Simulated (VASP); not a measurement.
**Be: relaxation of cell and atoms with PBE**

The system is Be.

```
Be
1.0
     2.17396    0.00000    0.00000
     0.00000    2.17396    0.00000
     0.00000    0.00000    2.17396
Be
1
Direct
  0.00000 0.00000 0.00000
```

The cell was built by a generator and needn't be a form met in nature.

```yaml
Program: VASP 6.6.1
Task: relaxation of cell and atoms
Functional: PBE
Potentials_or_basis: VASP PAW PBE potentials, release 64 (Be)
Cutoff: 600 eV
k_mesh: 12 × 12 × 12
Occupations: fermi-dirac, width 0.05 eV
Spin: no spin polarisation
Target_pressure: 2 GPa
Further_INCAR_settings: ALGO = Normal; EDIFF = 1e-07; IBRION = 2; EDIFFG = -0.005; NSW = 40; ISIF = 3
Target_pressure: 2 GPa
```

| Property | Result |
| --- | --- |
| Relaxed volume | 10.09 Å³/atom |
| Relaxed cell | a = 2.161 Å, b = 2.161 Å, c = 2.161 Å, α = 90.00°, β = 90.00°, γ = 90.00° |
| Space group after relaxing (to 0.05 Å) | Pm-3m (No. 221) |
| Energy change on relaxing (the enthalpy is what falls) | +1.5 meV/atom |
| Ionic steps | 3 |
| Pressure after relaxing | 2.0 GPa |
| Band gap on the k mesh | none (metal or under the smearing width) |

The path:
| step | energy change (eV) | largest force (eV/Å) | pressure (GPa) | volume (Å³) |
| --- | --- | --- | --- | --- |
| 1 | 0.0000 | 0.0000 | 0.55 | 10.27 |
| 2 | 0.0009 | 0.0000 | 1.58 | 10.14 |
| 3 | 0.0015 | 0.0000 | 1.98 | 10.09 |

Final structure:
```xyz
1
Lattice="2.1605 0.0000 0.0000 0.0000 2.1605 0.0000 0.0000 0.0000 2.1605" Properties=species:S:1:pos:R:3 pbc="T T T"
Be    0.0000    0.0000    0.0000
```

Levels at points of the mesh, in eV from the Fermi level:
```tsv
k point	band 1	band 2	band 3	band 4	band 5
(0.00, 0.00, 0.00)	-9.83	13.65	13.65	13.65	19.34
(0.50, 0.00, 0.00)	-4.78	-1.81	17.37	17.37	24.93
(0.50, 0.50, 0.00)	0.62	0.62	6.64	7.25	20.42
(0.50, 0.50, 0.50)	5.38	5.38	5.38	13.28	13.28
```

Wall time 2.8 s on 1 thread of Intel(R) Xeon(R) 6975P-C (Granite Rapids) (shared host), peak memory 0.11 GiB.

Caveat: the cell is relaxed towards a set pressure, so the enthalpy falls and the energy may rise.
